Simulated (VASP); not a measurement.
**Ag: single point with PBE**

Ag:

```xyz
3
Lattice="5.0457 0.2414 0.7132 -1.6757 3.5738 -0.5209 -1.2891 -0.2067 2.7367" Properties=species:S:1:pos:R:3 pbc="T T T"
Ag    4.0558    0.0205    3.0926
Ag    2.6747    1.2693    0.8566
Ag    0.0043    2.3107    1.3574
```

The cell was built by a generator and needn't be a form met in nature.

The cell isn't the ideal one: random cell without symmetry.

* Program: VASP 6.6.1
* Task: single point
* Functional: PBE
* Potentials or basis: VASP PAW PBE potentials, release 64 (Ag)
* Cutoff: 520 eV
* k mesh: 6 × 4 × 6
* Occupations: gaussian, width 0.1 eV
* Spin: no spin polarisation

| Property | Result |
| --- | --- |
| Pressure | -0.2 GPa |
| Band gap on the k mesh | none (metal or under the smearing width) |

Forces in eV/Å, atoms in the order of the input:
```
Ag  -0.001  0.000 -0.001
Ag   0.000 -0.002  0.000
Ag   0.001  0.002  0.001
```

Stress tensor (GPa, compression positive):
```
-0.13 -0.05  0.12
-0.05 -0.04  0.03
 0.12  0.03 -0.31
```

Levels at points of the mesh, in eV from the Fermi level:
| k point | band 12 | band 13 | band 14 | band 15 | band 16 | band 17 | band 18 | band 19 | band 20 | band 21 |
| --- | --- | --- | --- | --- | --- | --- | --- | --- | --- | --- |
| (0.00, 0.00, 0.00) | -3.67 | -3.67 | -3.40 | -3.13 | -3.13 | 2.96 | 2.96 | 6.39 | 6.39 | 8.29 |
| (0.50, 0.00, 0.00) | -4.04 | -2.87 | -2.78 | -2.78 | -2.64 | -2.62 | 2.50 | 7.53 | 9.43 | 10.25 |
| (0.00, 0.50, 0.00) | -3.09 | -3.09 | -2.87 | -2.77 | -2.50 | -2.50 | -0.07 | 3.62 | 10.39 | 10.39 |
| (0.50, 0.50, 0.00) | -3.09 | -3.09 | -2.87 | -2.76 | -2.50 | -2.50 | -0.05 | 3.66 | 10.33 | 10.34 |
| (0.00, 0.00, 0.50) | -3.21 | -2.90 | -2.76 | -2.55 | -0.48 | -0.48 | 1.44 | 6.02 | 9.81 | 9.81 |
| (0.50, 0.00, 0.50) | -3.21 | -2.90 | -2.77 | -2.54 | -0.48 | -0.48 | 1.45 | 6.03 | 9.82 | 9.82 |
| (0.00, 0.50, 0.50) | -2.98 | -2.98 | -2.98 | -2.74 | -0.22 | 3.34 | 3.67 | 3.67 | 4.16 | 4.16 |
| (0.50, 0.50, 0.50) | -2.98 | -2.98 | -2.98 | -2.74 | -0.22 | 3.35 | 3.66 | 3.66 | 4.15 | 4.15 |

Run time: 27 s on 1 thread of Intel(R) Xeon(R) Platinum 8559C (Emerald Rapids), on a shared host, peak memory 0.22 GiB.

Caveat: the k mesh is coarse (spacing up to 0.43 Å⁻¹), so the values aren't converged.
